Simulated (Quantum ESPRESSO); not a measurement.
# SiNi (Pmmn) in Quantum ESPRESSO: reference runs

Reference runs on SiNi: the cell as given and a disturbed copy.

Program: Quantum ESPRESSO 7.5. These are calculated values, not measurements. Logs are shortened: lines on timing, memory, paths and dates and some standing lists are left out, and cuts for length are marked.

## Step 1: The crystal as given

Symmetry: Pmmn, No. 59, orthorhombic system. The conventional cell has a = 2.943 Å, b = 3.280 Å, c = 4.677 Å, α = 90.00°, β = 90.00°, γ = 90.00°. Around Ni (site symmetry mm2) lie 6 Si at 2.34 to 2.37 Å and 4 Ni at 2.65 Å. Around Si (site symmetry mm2) lie 6 Ni at 2.34 to 2.37 Å and 4 Si at 2.65 Å.

The cell is a database's computed one.

## Step 2: Single point, PBE, collinear spin, ferromagnetic start

File pw.in:

```
&CONTROL
  calculation = 'scf'
  prefix = 'pwscf'
  outdir = './tmp'
  pseudo_dir = './pseudo'
  tprnfor = .true.
  tstress = .true.
  disk_io = 'nowf'
/
&SYSTEM
  ibrav = 0
  nat = 4
  ntyp = 2
  ecutwfc = 55
  ecutrho = 440
  nbnd = 34
  occupations = 'smearing'
  smearing = 'fd'
  degauss = 0.00367493
  nspin = 2
  starting_magnetization(1) = 0.0556
  starting_magnetization(2) = 0
/
&ELECTRONS
  conv_thr = 8d-10
  electron_maxstep = 120
  mixing_beta = 0.3
/
ATOMIC_SPECIES
Ni    58.6934 ni_pbe_v1.4.uspp.F.UPF
Si    28.0850 Si.pbe-n-rrkjus_psl.1.0.0.UPF
CELL_PARAMETERS angstrom
   2.9427706600    0.0000000000    0.0000000000
   0.0000000000    3.2803255400    0.0000000000
   0.0000000000    0.0000000000    4.6774467600
ATOMIC_POSITIONS crystal
Ni     0.5000000000    0.5000000000    0.3424955900
Ni     0.0000000000    0.0000000000    0.6575044100
Si     0.5000000000    0.5000000000    0.8431431600
Si     0.0000000000    0.0000000000    0.1568568400
K_POINTS automatic
9 8 6 0 0 0
```

Potentials or basis: SSSP 1.3 efficiency PBE.

Started as:

```bash
> OMP_NUM_THREADS=1 mpirun -n 2 pw.x -nk 2 -in pw.in > pw.out
```

pw.out:

```text
This program is part of the open-source Quantum ESPRESSO suite
     for quantum simulation of materials; please cite
[... 6 lines left out ...]
     using ibrav=0 with symmetry is DISCOURAGED, use correct ibrav instead

     K-points division:     npool     =       2
     Subspace diagonalization in iterative solution of the eigenvalue problem:
     a serial algorithm will be used

     G-vector sticks info
     --------------------
     sticks:   dense  smooth     PW     G-vecs:    dense   smooth      PW
     Sum        1209     603    187                47575    16815    2849

     Using Slab Decomposition

     bravais-lattice index     =            0
     lattice parameter (alat)  =       5.5610  a.u.
     unit-cell volume          =     304.7045 (a.u.)^3
     number of atoms/cell      =            4
     number of atomic types    =            2
     number of electrons       =        44.00
     number of Kohn-Sham states=           34
     kinetic-energy cutoff     =      55.0000  Ry
     charge density cutoff     =     440.0000  Ry
     scf convergence threshold =      8.0E-10
     mixing beta               =       0.3000
     number of iterations used =            8  plain     mixing
     Exchange-correlation= PBE
                           (   1   4   3   4   0   0   0)

     celldm(1)=   5.561031  celldm(2)=   0.000000  celldm(3)=   0.000000
     celldm(4)=   0.000000  celldm(5)=   0.000000  celldm(6)=   0.000000

     crystal axes: (cart. coord. in units of alat)
               a(1) = (   1.000000   0.000000   0.000000 )
               a(2) = (   0.000000   1.114706   0.000000 )
               a(3) = (   0.000000   0.000000   1.589470 )

     reciprocal axes: (cart. coord. in units 2 pi/alat)
               b(1) = (  1.000000  0.000000  0.000000 )
               b(2) = (  0.000000  0.897097  0.000000 )
               b(3) = (  0.000000  0.000000  0.629140 )

     PseudoPot. # 1 for Ni read from file:
     ni_pbe_v1.4.uspp.F.UPF
     Pseudo is Ultrasoft + core correction, Zval = 18.0
     Generated by new atomic code, or converted to UPF format
     Using radial grid of  865 points,  6 beta functions with:
                l(1) =   0
                l(2) =   0
                l(3) =   1
                l(4) =   1
                l(5) =   2
                l(6) =   2
     Q(r) pseudized with 10 coefficients,  rinner =    0.980   0.980   0.980
                                                       0.980   0.980

     PseudoPot. # 2 for Si read from file:
     Si.pbe-n-rrkjus_psl.1.0.0.UPF
     Pseudo is Ultrasoft + core correction, Zval =  4.0
     Generated using "atomic" code by A. Dal Corso  v.5.1
     Using radial grid of 1141 points,  6 beta functions with:
                l(1) =   0
                l(2) =   0
                l(3) =   1
                l(4) =   1
                l(5) =   2
                l(6) =   2
     Q(r) pseudized with 0 coefficients

     atomic species   valence    mass     pseudopotential
     Ni               18.00    58.69340     Ni( 1.00)
     Si                4.00    28.08500     Si( 1.00)

     Starting magnetic structure
     atomic species   magnetization
     Ni              0.056
     Si              0.000

      8 Sym. Ops., with inversion, found ( 4 have fractional translation)

   Cartesian axes

     site n.     atom                  positions (alat units)
         1        Ni     tau(   1) = (   0.5000000   0.5573532   0.5443866  )
         2        Ni     tau(   2) = (   0.0000000   0.0000000   1.0450838  )
         3        Si     tau(   3) = (   0.5000000   0.5573532   1.3401511  )
         4        Si     tau(   4) = (   0.0000000   0.0000000   0.2493193  )

     number of k points=   100  Fermi-Dirac smearing, width (Ry)=  0.0037

     Number of k-points >= 100: set verbosity='high' to print them.

     Dense  grid:    47575 G-vectors     FFT dimensions: (  40,  48,  60)

     Smooth grid:    16815 G-vectors     FFT dimensions: (  30,  30,  45)

     Check: negative core charge=   -0.000007
     Generating pointlists ...
     new r_m :   0.3274 (alat units)  1.8207 (a.u.) for type    1
     new r_m :   0.3274 (alat units)  1.8207 (a.u.) for type    2

     Initial potential from superposition of free atoms

     starting charge      39.9989, renormalised to      44.0000
     Starting wfcs are   34 randomized atomic wfcs

     Self-consistent Calculation

     iteration #  1     ecut=    55.00 Ry     beta= 0.30
     Davidson diagonalization with overlap
     ethr =  1.00E-02,  avg # of iterations =  6.1

     total energy              =    -675.87628431 Ry
     estimated scf accuracy    <     108.42011089 Ry

     total magnetization       =     0.18 Bohr mag/cell
     absolute magnetization    =     0.24 Bohr mag/cell

     iteration #  2     ecut=    55.00 Ry     beta= 0.30
     Davidson diagonalization with overlap
     ethr =  1.00E-02,  avg # of iterations =  3.0

     total energy              =    -708.31336446 Ry
     estimated scf accuracy    <      38.33866208 Ry

     total magnetization       =     0.08 Bohr mag/cell
     absolute magnetization    =     0.10 Bohr mag/cell

     iteration #  3     ecut=    55.00 Ry     beta= 0.30
     Davidson diagonalization with overlap
     ethr =  1.00E-02,  avg # of iterations =  2.0

     total energy              =    -708.56750027 Ry
     estimated scf accuracy    <       6.41430864 Ry

     total magnetization       =     0.10 Bohr mag/cell
     absolute magnetization    =     0.14 Bohr mag/cell

     iteration #  4     ecut=    55.00 Ry     beta= 0.30
     Davidson diagonalization with overlap
     ethr =  1.00E-02,  avg # of iterations =  2.0

     total energy              =    -709.18588192 Ry
     estimated scf accuracy    <       0.68610103 Ry

     total magnetization       =     0.15 Bohr mag/cell
     absolute magnetization    =     0.37 Bohr mag/cell

     iteration #  5     ecut=    55.00 Ry     beta= 0.30
     Davidson diagonalization with overlap
     ethr =  1.56E-03,  avg # of iterations =  2.4

     total energy              =    -709.39680322 Ry
     estimated scf accuracy    <       3.28085069 Ry

     total magnetization       =     0.02 Bohr mag/cell
     absolute magnetization    =     0.10 Bohr mag/cell

     iteration #  6     ecut=    55.00 Ry     beta= 0.30
     Davidson diagonalization with overlap
     ethr =  1.56E-03,  avg # of iterations =  2.0

     total energy              =    -709.47624330 Ry
     estimated scf accuracy    <       0.43281823 Ry

     total magnetization       =     0.07 Bohr mag/cell
     absolute magnetization    =     0.18 Bohr mag/cell

     iteration #  7     ecut=    55.00 Ry     beta= 0.30
     Davidson diagonalization with overlap
     ethr =  9.84E-04,  avg # of iterations =  1.3

     total energy              =    -709.52755694 Ry
     estimated scf accuracy    <       0.00783573 Ry

     total magnetization       =     0.03 Bohr mag/cell
     absolute magnetization    =     0.12 Bohr mag/cell

     iteration #  8     ecut=    55.00 Ry     beta= 0.30
     Davidson diagonalization with overlap
     ethr =  1.78E-05,  avg # of iterations =  5.2

     total energy              =    -709.52579110 Ry
     estimated scf accuracy    <       0.01140658 Ry

     total magnetization       =     0.03 Bohr mag/cell
     absolute magnetization    =     0.09 Bohr mag/cell

     iteration #  9     ecut=    55.00 Ry     beta= 0.30
     Davidson diagonalization with overlap
     ethr =  1.78E-05,  avg # of iterations =  2.0

     total energy              =    -709.52706746 Ry
     estimated scf accuracy    <       0.00089351 Ry

     total magnetization       =     0.01 Bohr mag/cell
     absolute magnetization    =     0.03 Bohr mag/cell

     iteration # 10     ecut=    55.00 Ry     beta= 0.30
     Davidson diagonalization with overlap
     ethr =  2.03E-06,  avg # of iterations =  1.8

     total energy              =    -709.52702364 Ry
     estimated scf accuracy    <       0.00066645 Ry

     total magnetization       =     0.00 Bohr mag/cell
     absolute magnetization    =     0.02 Bohr mag/cell

     iteration # 11     ecut=    55.00 Ry     beta= 0.30
     Davidson diagonalization with overlap
     ethr =  1.51E-06,  avg # of iterations =  1.9

     total energy              =    -709.52711066 Ry
     estimated scf accuracy    <       0.00009143 Ry

     total magnetization       =     0.00 Bohr mag/cell
     absolute magnetization    =     0.01 Bohr mag/cell

     iteration # 12     ecut=    55.00 Ry     beta= 0.30
     Davidson diagonalization with overlap
     ethr =  2.08E-07,  avg # of iterations =  1.1

     total energy              =    -709.52712356 Ry
     estimated scf accuracy    <       0.00000104 Ry

     total magnetization       =     0.00 Bohr mag/cell
     absolute magnetization    =     0.00 Bohr mag/cell

     iteration # 13     ecut=    55.00 Ry     beta= 0.30
     Davidson diagonalization with overlap
     ethr =  2.36E-09,  avg # of iterations =  2.0

     total energy              =    -709.52712386 Ry
     estimated scf accuracy    <       0.00000046 Ry

     total magnetization       =     0.00 Bohr mag/cell
     absolute magnetization    =     0.00 Bohr mag/cell

     iteration # 14     ecut=    55.00 Ry     beta= 0.30
     Davidson diagonalization with overlap
     ethr =  1.03E-09,  avg # of iterations =  1.3

     total energy              =    -709.52712390 Ry
     estimated scf accuracy    <       0.00000013 Ry

     total magnetization       =     0.00 Bohr mag/cell
     absolute magnetization    =     0.00 Bohr mag/cell

     iteration # 15     ecut=    55.00 Ry     beta= 0.30
     Davidson diagonalization with overlap
     ethr =  3.04E-10,  avg # of iterations =  1.1

     total energy              =    -709.52712391 Ry
     estimated scf accuracy    <          6.4E-09 Ry

     total magnetization       =     0.00 Bohr mag/cell
     absolute magnetization    =     0.00 Bohr mag/cell

     iteration # 16     ecut=    55.00 Ry     beta= 0.30
     Davidson diagonalization with overlap
     ethr =  1.46E-11,  avg # of iterations =  2.2

     Magnetic moment per site  (integrated on atomic sphere of radius R)
     atom   1 (R=0.327)  charge= 16.4884  magn=  0.0000
     atom   2 (R=0.327)  charge= 16.4884  magn=  0.0000
     atom   3 (R=0.327)  charge=  1.8157  magn=  0.0000
     atom   4 (R=0.327)  charge=  1.8157  magn=  0.0000

     End of self-consistent calculation

     Number of k-points >= 100: set verbosity='high' to print the bands.

     the Fermi energy is    16.2009 ev

!    total energy              =    -709.52712392 Ry
     estimated scf accuracy    <          8.2E-11 Ry
     smearing contrib. (-TS)   =      -0.00060003 Ry
     internal energy E=F+TS    =    -709.52652389 Ry

     The total energy is F=E-TS. E is the sum of the following terms:
     one-electron contribution =    -519.55330512 Ry
     hartree contribution      =     286.03388647 Ry
     xc contribution           =     -83.88782364 Ry
     ewald contribution        =    -392.11928159 Ry

     total magnetization       =     0.00 Bohr mag/cell
     absolute magnetization    =     0.00 Bohr mag/cell

     convergence has been achieved in  16 iterations

     Forces acting on atoms (cartesian axes, Ry/au):

     atom    1 type  1   force =     0.00000000    0.00000000    0.00282753
     atom    2 type  1   force =     0.00000000    0.00000000   -0.00282753
     atom    3 type  2   force =     0.00000000    0.00000000    0.00138541
     atom    4 type  2   force =     0.00000000    0.00000000   -0.00138541

     Total force =     0.004453     Total SCF correction =     0.000011

     Computing stress (Cartesian axis) and pressure

          total   stress  (Ry/bohr**3)                   (kbar)     P=       69.38
   0.00045833   0.00000000   0.00000000           67.42        0.00        0.00
   0.00000000   0.00049395   0.00000000            0.00       72.66        0.00
   0.00000000   0.00000000   0.00046255            0.00        0.00       68.04

=------------------------------------------------------------------------------=
   JOB DONE.
=------------------------------------------------------------------------------=
```

Run time: 3.2 min. Hardware: 2 MPI ranks of Arm Neoverse V1, shared host; peak memory 0.52 GiB.

Results:

```
Free energy                                           : -9653.6083 eV
Pressure                                              : 6.9 GPa
Largest force                                         : 0.073 eV/Å
Band gap on the k mesh                                : none (metal or under the smearing width)
Net moment                                            : 0.00 μB per cell
Absolute moment                                       : 0.00 μB per cell
Valence electrons inside the program's atomic spheres : Ni 16.49; Si 1.82
```

Forces on the atoms (eV/Å):
```
Ni   0.000  0.000  0.073
Ni   0.000  0.000 -0.073
Si   0.000  0.000  0.036
Si   0.000  0.000 -0.036
```

Stress tensor (GPa, compression positive):
```
6.74 0.00 0.00
0.00 7.27 0.00
0.00 0.00 6.80
```

[end of part 1 of 2]
